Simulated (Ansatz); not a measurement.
TiS₂ — 49Ti nuclear quadrupole resonance

Cell: an entry of the Crystallography Open Database (COD), taken as it stands.

```xyz
3
Lattice="3.4120 0.0000 0.0000 -1.7060 2.9549 0.0000 0.0000 0.0000 5.6950" Properties=species:S:1:pos:R:3 pbc="T T T"
Ti    0.0000    0.0000    0.0000
S     0.0000    1.9699    1.4238
S     1.7060    0.9850    4.2713
```

Atoms are numbered from 1 in the order listed; like atoms form one site, named after its first atom.

Computed with Ansatz: DFT, PBE, plane waves and PAW, scalar-relativistic, 420 eV cutoff, Γ-centred 11×11×6 k-points, Fermi–Dirac smearing 0.01 eV.

49Ti: I = 7/2, Q = 247.0 mb (year-2017 value). Static lattice, zero field.

Problem. The simulated lines lie at 0.860, 1.72, 2.58 MHz. What are |C_Q|, η and |V_zz| at Ti?

Solution. For I = 7/2 and η = 0 the lines are |C_Q|/14 times 1, 2 and 3; η shifts the lowest up most. Here |C_Q| = 12.0 MHz, η = 0.00 and |V_zz| = 2.02 × 10²¹ V/m². The calculation gives V_zz negative; the lines don't show the sign. The site has 6 S at 2.43 Å.

An axis of threefold or higher order runs through Ti, so V_zz lies along it and η is zero.

With no gap above 0.1 eV, as in a metal, the gradients converge slowly in k; expect changes of a tenth or more on a denser mesh. Semilocal functionals make gaps too small and can close them, so the real compound need not be a metal.
